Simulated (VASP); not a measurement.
Set up this calculation in VASP 6.6.1, as the native input.

| Property | Result |
| --- | --- |
| Task | relaxation of cell and atoms |
| Functional | r2SCAN |
| Potentials or basis | VASP PAW PBE potentials, release 64 (In_d, As) |
| Cutoff | 600 eV |
| k mesh | 10 × 10 × 10 |
| Occupations | gaussian, width 0.03 eV |
| Spin | no spin polarisation |
| Further INCAR settings | ALGO = Normal; EDIFF = 1e-07; IBRION = 2; EDIFFG = -0.005; NSW = 90; ISIF = 3 |

The structure of InAs lies in POSCAR:

```
InAs                                    
1.0
    0.0000000000      3.0551307112      3.0551307112
    3.0551307112      0.0000000000      3.0551307112
    3.0551307112      3.0551307112      0.0000000000
  In              As            
     1     1
Direct
     0.0000000000000000    0.0000000000000000    0.0000000000000000
     0.2500000000000000    0.2500000000000000    0.2500000000000000
```

The cell was built by a generator and needn't be a form met in nature.

These files were run (other wordings do the same):

INCAR

```
SYSTEM = InAs
  ALGO = Normal
  EDIFF = 1E-7
  EDIFFG = -0.005
  ENCUT = 600
  IBRION = 2
  ISIF = 3
  ISMEAR = 0
  LASPH = .TRUE.
  LCHARG = .FALSE.
  LMIXTAU = .TRUE.
  LREAL = .FALSE.
  LWAVE = .FALSE.
  METAGGA = R2SCAN
  NELM = 80
  NSW = 90
  PREC = Accurate
  SIGMA = 0.03
```

KPOINTS

```
k-points
0
G
  10 10 10
  0 0 0
```

Potentials or basis: VASP PAW PBE potentials, release 64 (In_d, As).

Run with:

```bash
$ cat potpaw_PBE.64/In_d/POTCAR potpaw_PBE.64/As/POTCAR > POTCAR
$ mpirun -np 1 vasp_std > vasp.out
```

It gave:

| Quantity | Value |
| --- | --- |
| Pressure after relaxing | 0.0 GPa |
| Band gap on the k mesh | 0.08 eV, direct |

Caveat: the relaxation stopped at its first step, so nothing moved; the PAW data sets were made with another functional, which shifts forces and pressure a little; spin-orbit coupling is left out, which moves the levels of the heavy elements.

It took 2.1 min on 1 thread of Intel(R) Xeon(R) 6975P-C (Granite Rapids), on a shared host, peak memory 0.24 GiB.
